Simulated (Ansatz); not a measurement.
**Which of these structures of KCl lies lowest?**

Theory: Ansatz 0.2.0, DFT, PBE, all-electron LAPW, scalar-relativistic.

Each cell is taken as listed (from a database or a relaxation; residual pressures are under 0.6 GPa and forces under 0.08 eV/Å), on meshes of about 0.2 Å⁻¹ spacing; energies are extrapolated to zero smearing, with no zero-point or thermal terms. Other structures, the observed one among them, may be missing from this set and lie lower. No run is spin-polarised.

(1) Order the structures by energy per atom, lowest first, and give the differences.
A.
```
K Cl
1.0
     0.00000    3.53037    3.53037
     3.53037    0.00000    3.53037
     3.53037    3.53037    0.00000
K Cl
1 1
Direct
  0.00000 0.00000 0.00000
  0.25000 0.25000 0.25000
```
(zincblende type, relaxed by us; 11×11×11 mesh on the primitive cell, smearing 0.03 eV, P = 0.0 GPa)
B.
```cif
data_structure
_symmetry_space_group_name_H-M 'Fm-3m'
_symmetry_Int_Tables_number 225
_cell_length_a 6.3122
_cell_length_b 6.3122
_cell_length_c 6.3122
_cell_angle_alpha 90.000
_cell_angle_beta 90.000
_cell_angle_gamma 90.000
_cell_volume 251.50
loop_
_atom_site_label
_atom_site_type_symbol
_atom_site_symmetry_multiplicity
_atom_site_Wyckoff_symbol
_atom_site_fract_x
_atom_site_fract_y
_atom_site_fract_z
_atom_site_occupancy
K1 K 4 a 0.00000 0.00000 0.00000 1
Cl1 Cl 4 b 0.50000 0.00000 0.00000 1
```
(COD 9003114, measured; 7×7×7 mesh on the primitive cell, smearing 0.03 eV, P = 0.6 GPa)

Results:

(1) B (0 meV/atom), A (93 meV/atom).
